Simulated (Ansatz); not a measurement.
# Cu(111) film, 5 layers, cover Au: surface scattering, part 2 of 2

Wanted: the relaxed structure and the transmission of Cu(111) film, 5 layers, cover Au.

Ansatz 0.2.0; Ansatz plane-wave DFT, PBE, PAW files; relaxation of the atoms about the surface defect; PAW set soft_1 (the session's first sound run).

So far. Step 2 (Relaxing about the defect): The largest force component on a free atom ends at 9.9e-4 eV/Å, under the tolerance of 0.03, after 14 steps.

## (3) Transmission along the film

The film far from the defect is the lead. The first vector holds vacuum and takes one k-point. Energies from -0.05 to 0.05 eV in steps of 0.05 eV are too few for the program's thermal sum, so it prints no conductance; for a metal the transmission near the Fermi level serves, at a fraction of the cost.

This step: Ansatz plane-wave DFT, PBE, PAW files; ballistic transport by layer matching (Landauer), zero bias; PAW set soft_1 (Ansatz 0.2.0).

File input.yaml:

```yaml
crystal:
  lattice:
    - [21.4354906455, 0.0, 0.0]
    - [0.0, 2.5561627297, 0.0]
    - [0.0, 0.0, 35.4192297623]
  atoms:
    - { symbol: Cu, position: [0.2099322136, 0.0, 0.0] }
    - { symbol: Cu, position: [0.2099322136, 0.5, 0.0625] }
    - { symbol: Cu, position: [0.3072986869, 0.0, 0.0416666667] }
    - { symbol: Cu, position: [0.3072986869, 0.5, 0.1041666667] }
    - { symbol: Cu, position: [0.4046651603, 0.0, 0.0833333333] }
    - { symbol: Cu, position: [0.4046651603, 0.5, 0.0208333333] }
    - { symbol: Cu, position: [0.5020316337, 0.0, 0.0] }
    - { symbol: Cu, position: [0.5020316337, 0.5, 0.0625] }
    - { symbol: Cu, position: [0.599398107, 0.0, 0.0416666667] }
    - { symbol: Cu, position: [0.599398107, 0.5, 0.1041666667] }
    - { symbol: Cu, position: [0.2099322136, 0.0, 0.125] }
    - { symbol: Cu, position: [0.2099322136, 0.5, 0.1875] }
    - { symbol: Cu, position: [0.3072986869, 0.0, 0.1666666667] }
    - { symbol: Cu, position: [0.3072986869, 0.5, 0.2291666667] }
    - { symbol: Cu, position: [0.4046651603, 0.0, 0.2083333333] }
    - { symbol: Cu, position: [0.4046651603, 0.5, 0.1458333333] }
    - { symbol: Cu, position: [0.5020316337, 0.0, 0.125] }
    - { symbol: Cu, position: [0.5020316337, 0.5, 0.1875] }
    - { symbol: Cu, position: [0.599398107, 0.0, 0.1666666667] }
    - { symbol: Cu, position: [0.599398107, 0.5, 0.2291666667] }
    - { symbol: Cu, position: [0.2099322136, 0.0, 0.25] }
    - { symbol: Cu, position: [0.2099322136, 0.5, 0.3125] }
    - { symbol: Cu, position: [0.3072986869, 0.0, 0.2916666667] }
    - { symbol: Cu, position: [0.3072986869, 0.5, 0.3541666667] }
    - { symbol: Cu, position: [0.4046651603, 0.0, 0.3333333333] }
    - { symbol: Cu, position: [0.4046651603, 0.5, 0.2708333333] }
    - { symbol: Cu, position: [0.5020316337, 0.0, 0.25] }
    - { symbol: Cu, position: [0.5020316337, 0.5, 0.3125] }
    - { symbol: Cu, position: [0.599398107, 0.0, 0.2916666667] }
    - { symbol: Cu, position: [0.6000070447, 0.5, 0.353426207] }
    - { symbol: Cu, position: [0.2099322136, 0.0, 0.375] }
    - { symbol: Cu, position: [0.2099322136, 0.5, 0.4375] }
    - { symbol: Cu, position: [0.3072986869, 0.0, 0.4166666667] }
    - { symbol: Cu, position: [0.3072986869, 0.5, 0.4791666667] }
    - { symbol: Cu, position: [0.4046651603, 0.0, 0.4583333333] }
    - { symbol: Cu, position: [0.4046651603, 0.5, 0.3958333333] }
    - { symbol: Cu, position: [0.5036936985, 0.0, 0.3751814663] }
    - { symbol: Cu, position: [0.5033386734, 0.5, 0.4369263671] }
    - { symbol: Cu, position: [0.6042483296, 0.0, 0.4154184436] }
    - { symbol: Cu, position: [0.5971779727, 0.5, 0.478921449] }
    - { symbol: Cu, position: [0.2099322136, 0.0, 0.5] }
    - { symbol: Cu, position: [0.2099322136, 0.5, 0.5625] }
    - { symbol: Cu, position: [0.3072986869, 0.0, 0.5416666667] }
    - { symbol: Cu, position: [0.3072986869, 0.5, 0.6041666667] }
    - { symbol: Cu, position: [0.4046651603, 0.0, 0.5833333333] }
    - { symbol: Cu, position: [0.4046651603, 0.5, 0.5208333333] }
    - { symbol: Cu, position: [0.5015461951, 0.0, 0.4996027713] }
    - { symbol: Cu, position: [0.5014086308, 0.5, 0.5623905897] }
    - { symbol: Cu, position: [0.5974983, 0.0, 0.5415954261] }
    - { symbol: Cu, position: [0.595761253, 0.5, 0.6041973947] }
    - { symbol: Cu, position: [0.2099322136, 0.0, 0.625] }
    - { symbol: Cu, position: [0.2099322136, 0.5, 0.6875] }
    - { symbol: Cu, position: [0.3072986869, 0.0, 0.6666666667] }
    - { symbol: Cu, position: [0.3072986869, 0.5, 0.7291666667] }
    - { symbol: Cu, position: [0.4046651603, 0.0, 0.7083333333] }
    - { symbol: Cu, position: [0.4046651603, 0.5, 0.6458333333] }
    - { symbol: Cu, position: [0.5008570062, 0.0, 0.6251269231] }
    - { symbol: Cu, position: [0.5020316337, 0.5, 0.6875] }
    - { symbol: Cu, position: [0.599398107, 0.0, 0.6666666667] }
    - { symbol: Cu, position: [0.599398107, 0.5, 0.7291666667] }
    - { symbol: Cu, position: [0.2099322136, 0.0, 0.75] }
    - { symbol: Cu, position: [0.2099322136, 0.5, 0.8125] }
    - { symbol: Cu, position: [0.3072986869, 0.0, 0.7916666667] }
    - { symbol: Cu, position: [0.3072986869, 0.5, 0.8541666667] }
    - { symbol: Cu, position: [0.4046651603, 0.0, 0.8333333333] }
    - { symbol: Cu, position: [0.4046651603, 0.5, 0.7708333333] }
    - { symbol: Cu, position: [0.5020316337, 0.0, 0.75] }
    - { symbol: Cu, position: [0.5020316337, 0.5, 0.8125] }
    - { symbol: Cu, position: [0.599398107, 0.0, 0.7916666667] }
    - { symbol: Cu, position: [0.599398107, 0.5, 0.8541666667] }
    - { symbol: Cu, position: [0.2099322136, 0.0, 0.875] }
    - { symbol: Cu, position: [0.2099322136, 0.5, 0.9375] }
    - { symbol: Cu, position: [0.3072986869, 0.0, 0.9166666667] }
    - { symbol: Cu, position: [0.3072986869, 0.5, 0.9791666667] }
    - { symbol: Cu, position: [0.4046651603, 0.0, 0.9583333333] }
    - { symbol: Cu, position: [0.4046651603, 0.5, 0.8958333333] }
    - { symbol: Cu, position: [0.5020316337, 0.0, 0.875] }
    - { symbol: Cu, position: [0.5020316337, 0.5, 0.9375] }
    - { symbol: Cu, position: [0.599398107, 0.0, 0.9166666667] }
    - { symbol: Cu, position: [0.599398107, 0.5, 0.9791666667] }
    - { symbol: Au, position: [0.7022808786, 0.0, 0.4643604723] }
    - { symbol: Au, position: [0.701055301, 0.0, 0.6172559672] }
    - { symbol: Au, position: [0.7091642401, 0.5, 0.5407196828] }
kpoints:
  mp_grid: { grid: [1, 12, 1] }
hamiltonian:
  xc: pbe
  pseudopotentials: { kind: paw, azcp: { folder: soft_1 } }
scf:
  occupations: { method: fermi_dirac, width: 0.1 }
output:
  transmission:
    leads: [[0, 10]]
    kmesh: [1, 24]
    e_range: [-0.05, 0.05]
    de: 0.05
  write_potential: true
  write_density: true
  volumetric_format: npy
  elf: true
```

Launch:

```
$ ansatz run input.yaml --threads 8 --pin off --max-ram 15360MiB --backend cpu --events-out ev --progress --plain --runs-dir out
```

Numbers of over 12 decimals in the logs are rounded to 6 here.

The program printed:

```text
[...]
Crystal: 83 atoms, lattice volume = 1940.712 Å³
Basis set: ecut = 420 eV, 38121 PW (Γ)
Bands: 947, of which v1, the nominal top of the filled ones, is band 789 counted from 1 (788 counted from 0)
Symmetry: 2 space group operations
[...]
k-points: 7 of 12
[...]
SCF iter   1: F=—  HF=-569522.286244 eV  |F-HF|=—  |Δ(HF+E_count)|=         —  Δρ=1.82e-1  dr2=3.89e2  ethr=3.10e-3  ⟨swp⟩=6.0  Hψ=25262  notcnv=0  defer=319
[...]
SCF iter  16: F=-569453.792966 eV  HF=-569453.792966 eV  |F-HF|=1.05e-8  |Δ(HF+E_count)|=   1.25e-8  Δρ=6.94e-7  dr2=8.30e-9  ethr=1.63e-12  ⟨swp⟩=2.9  Hψ=18551  notcnv=0
SCF 1 converged in 16 iterations: F = -569453.792966 eV  dr2 = 8.30e-9
[...]
transmission: 84 of 832 steps passed
transmission: 168 of 832 steps passed
[...]
transmission: 832 of 832 steps passed
WARN: The input density's exchange-correlation potential varies sharply where the density is thin. Do not read a vacuum level from v_tot or v_xc, or from such a field of the output density. On a cell that repeats whose density bears no net charge and no dipole along the vacuum's axis use v_es (v_loc + v_h of the components); under efield.dipole_correction with no amplitude use v_es + v_field, which holds any external [...]
SCF converged after 16 iterations
an eigenvalue changed by more than its tolerance at an iteration that met the thresholds in force, so the SCF went on 1 time: the last check was not made
the last check of whether an eigenvalue changes by more than its tolerance under the output density was not made (no_room)
Free energy (F): -569453.792966 eV
[...]
Internal energy: -569452.887282 eV  (E = F + TS)
E sigma→0 (E₀):  -569453.340124 eV
Entropy (-TS):   -0.905684 eV (-10.912 meV/atom)
Fermi energy:    6.194460 eV
[...]
--- Band table (eV; the first three rows and the last of 7) ---
  k-point 0: bands = [... 785 lower, 4.8378, 4.8393, 4.8454, 4.8788, 4.8886, 4.9485, 5.0466, 5.1546, ... 154 higher]
  k-point 1: bands = [... 785 lower, 4.9890, 5.0028, 5.0288, 5.1145, 5.1438, 5.1483, 5.2325, 5.4119, ... 154 higher]
  k-point 2: bands = [... 785 lower, 5.4194, 5.4460, 5.4522, 5.5436, 5.5929, 5.7054, 5.7143, 5.7591, ... 154 higher]
  k-point 6: bands = [... 785 lower, 7.1684, 7.1796, 7.2017, 7.2390, 7.2437, 7.2444, 7.2458, 7.2550, ... 154 higher]
--- Transmission ---
  basis      : 487 plane waves across, 64 finite elements along
  points     : 13, standing for a mesh of 1 x 24
  energies   : 3 from -0.050000 to 0.050000 eV about the Fermi level, 0.050000 eV apart; the leads are filled to 0.000000 eV, and channels, transmission and decay are at 0.000000 eV
  crystal 0  : Cu10, at the sites [0, 10], period 4.4274 Å, over 24.79 Å; its Hamiltonian steps by up to 4.8 meV
    offset         : up to 0.0000 Å between an atom of the period and one for which it stands
    channels       : 3.791667e0 a spin
    conductance    : none, the energies end too early or step too widely for 300 K: set another output.transmission.e_range or a lower de, or, where they end at an eighth of basis.ecutwfc, a higher one
    slowest decay  : 0.2442 /Å at (0.0000, 0.5000)
  junction   : crystal 0 to crystal 0, -0.04 to 30.95 Å
    transmission   : 3.286763e0 a spin
[...]
```

It took 10 min on 8 threads of Intel Xeon 6975P-C (Granite Rapids), shared host; peak memory 11 GiB; 73 min of CPU time.

This step gave:

```
free energy                                    : -569453.7930 eV
energy at zero smearing                        : -569453.3401 eV
Fermi energy                                   : 6.194 eV
cell area                                      : 54.79 Å²
transmission per spin nearest the Fermi level  : 3.287
open channels per spin nearest the Fermi level : 3.792
step of the lead's potential                   : 4.8 meV
```

Per spin. The transmission, zone mean by energy, zero at the Fermi level:

```tsv
energy (eV)	transmission, zone mean
-0.0500	3.24
0.0000	3.29
0.0500	3.38
```

Per spin. Table of open channels, zone mean, lead by energy, zero at the Fermi level:

```tsv
energy (eV)	open channels, zone mean, lead
-0.0500	3.79
0.0000	3.79
0.0500	3.88
```

ELF in the ca plane at fractional y = 0.000, with atoms of Cu and Au within 0.2 Å of it. It is the smooth field of the valence electrons, not physical close to the nuclei.

Ten even steps from '0' (0.00) to '9' (0.62), each cell a mean:
```
00000000000000000000000000000000000000000000
00000000000000000000000000000000000000000000
00000000000000000000000000000000000000000000
00000000000000000000000000000000000000000000
00000011110000000000001110000000000000000000
00012233433212222211233333211000000000000000
00124578986333344333468986532100000000000000
11124578986422333323579986532111111111111111
32222234443222222222344443222223443443222223
32484223333432376223333432268323443443258423
33333333333333222333333333222333333333322333
42344334323752344333322562234333322473234433
22333344322432333344432342233334432342233334
43333223323444333223323444333323322344333322
33443237522343444226622343344325732343344324
33322333333333322333333333322333333333322333
32385224433432376223433432268323433442258423
33222333333333222233333333222233333333222233
42344334322652344434322562244434422463234434
32344444422432344444422332244444432342234444
12222222222112222222222112222222222112222222
00000000000000000000000000000000000000000000
00000000000000000000000000000000000000000000
00000000000000000000000000000000000000000000
```
Columns run along c (16.0 Å, from fractional 0.38 to 0.84 of the cell), rows up along a (21.4 Å). Atoms in or near the plane, at fractional coordinates: Cu at (0.42, 0.31), Cu at (0.46, 0.40), Cu at (0.42, 0.60), Cu at (0.50, 0.21), Cu at (0.54, 0.31), Cu at (0.58, 0.40), Cu at (0.50, 0.50), Cu at (0.54, 0.60), Cu at (0.62, 0.21), Cu at (0.67, 0.31), Cu at (0.71, 0.40), Cu at (0.63, 0.50), Cu at (0.67, 0.60), Cu at (0.75, 0.21) and more.

Valence density in the ca plane at fractional y = 0.000, with atoms of Cu and Au within 0.2 Å of it. It is the smooth field of the valence electrons, not physical close to the nuclei.

Values in e/Å³, 13 rows by 16 columns, each cell a mean:
```
 0  0  0  0  0  0  0  0  0  0  0  0  0  0  0  0
 0  0  0  0  0  0  0  0  0  0  0  0  0  0  0  0
 0  0  0  0  0  0  0  0  0  0  0  0  0  0  0  0
 0  0  0  0  0  5  3  0  0  0  2  5  0  0  0  0
 0  0  0  2  3  2  1  0  2  0  1  2  1  2  0  0
 1  0  0  4  8  0  0  0 13  1  0  0  6  8  0  0
 0  0 15  1  0  0  6 10  0  0  0 15  1  0  0  8
 4 12  0  0  0 15  1  0  0  6 10  0  0  1 15  1
 1  1  0  3  8  1  0  0 10  1  0  0  5  6  1  0
 1  0  1  2  4  0  1  1  5  0  0  1  3  3  0  1
 0  0 14  1  0  0  5 10  0  0  0 14  1  0  0  8
 0  0  0  0  0  0  0  0  0  0  0  0  0  0  0  0
 0  0  0  0  0  0  0  0  0  0  0  0  0  0  0  0
```
Columns run along c (16.0 Å, from fractional 0.30 to 0.76 of the cell), rows up along a (21.4 Å). Atoms in or near the plane, at fractional coordinates: Cu at (0.33, 0.40), Cu at (0.37, 0.21), Cu at (0.42, 0.31), Cu at (0.46, 0.40), Cu at (0.38, 0.50), Cu at (0.42, 0.60), Cu at (0.50, 0.21), Cu at (0.54, 0.31), Cu at (0.58, 0.40), Cu at (0.50, 0.50), Cu at (0.54, 0.60), Cu at (0.62, 0.21), Cu at (0.67, 0.31), Cu at (0.71, 0.40) and more.

Electrostatic potential energy in the ca plane at fractional y = 0.000, with atoms of Cu and Au within 0.2 Å of it. With pseudopotentials it is smooth inside the atoms' cores, unlike the true potential.

Values in eV, 13 rows by 16 columns, each cell a mean:
```
 11  11  11  11  11  11  11  11  11  11  11  11  11  11  11  11
 11  11  11  11  11  11  11  11  11  11  11  11  11  11  11  11
 11  11  10  10  11  11  11  11  10  11  11  11  11  11  11  11
 11   9 -18 -20   8   6   8  -3 -26  -1  11  11  11  11  11  11
  2 -11  -4  -4   8  -6   2   4  -9  -2  -6   9   9   8  -7   4
 -6 -21   6   6   3 -24  -9   7   4  -9 -23   6   6   2 -25  -5
-17   7   7 -11 -36   5   7   5 -35 -12   7   7 -15 -33   6   7
  7   6 -30 -14   7   7 -10 -33   4   7   5 -33 -10   7   7 -15
 -2 -20  -1   4   7 -18  -8   1   8  -5 -18   0   5   6 -20  -6
 -5 -14   6   4  -5 -12  -2   8  -4  -6 -12   7   2  -5 -14   0
-12   8   8  -7 -28   5   8   6 -27  -8   8   8 -10 -25   7   8
 11  11  11  11  10  11  11  11  10  11  11  11  11  10  11  11
 11  11  11  11  11  11  11  11  11  11  11  11  11  11  11  11
```
Columns run along c (16.0 Å, from fractional 0.38 to 0.84 of the cell; values clipped at the 3rd and 97th percentile), rows up along a (21.4 Å). Atoms in or near the plane, at fractional coordinates: Cu at (0.42, 0.31), Cu at (0.46, 0.40), Cu at (0.42, 0.60), Cu at (0.50, 0.21), Cu at (0.54, 0.31), Cu at (0.58, 0.40), Cu at (0.50, 0.50), Cu at (0.54, 0.60), Cu at (0.62, 0.21), Cu at (0.67, 0.31), Cu at (0.71, 0.40), Cu at (0.63, 0.50), Cu at (0.67, 0.60), Cu at (0.75, 0.21) and more.

Over the solved energies the transmission per spin lies between 3.24 and 3.38, out of 3.82 channels of the lead on average (up to 3.88).

## (4) Share that passes

This step: Ansatz plane-wave DFT, PBE, PAW files; ballistic transport by layer matching (Landauer), zero bias; share of the film's channels that pass the defect (the area holds the vacuum); PAW set soft_1 (Ansatz 0.2.0).

This step gave:

- T over the leads' mean channel count: 0.8648

Averaged over the energies near the Fermi level, 86.5 % of the channels pass.

## (5) Outcome

| Item | Value |
| --- | --- |
| share of the film's channels that pass | 0.865 |

In words: 86 % of the film's channels pass the defect. The film is 5 layers thick, so the defect disturbs a good part of its section. It runs straight across the current without end, so the wavevector along it is kept. Only atoms near the defect are relaxed, while the rest of the face keeps bulk spacings, so part of the reflection may come from that relaxed patch. Spin-orbit coupling is left out, which matters for Au.

[Logs are printed without paths, hosts, clocks, repeated set-up lines and the standing remarks that a program may print on its own settings, such as how far it seeks lower states.]

[Hosts, paths, dates, database ids (printed as entryN), source tags and the programs' standing remarks are cut or masked in the printed files.]
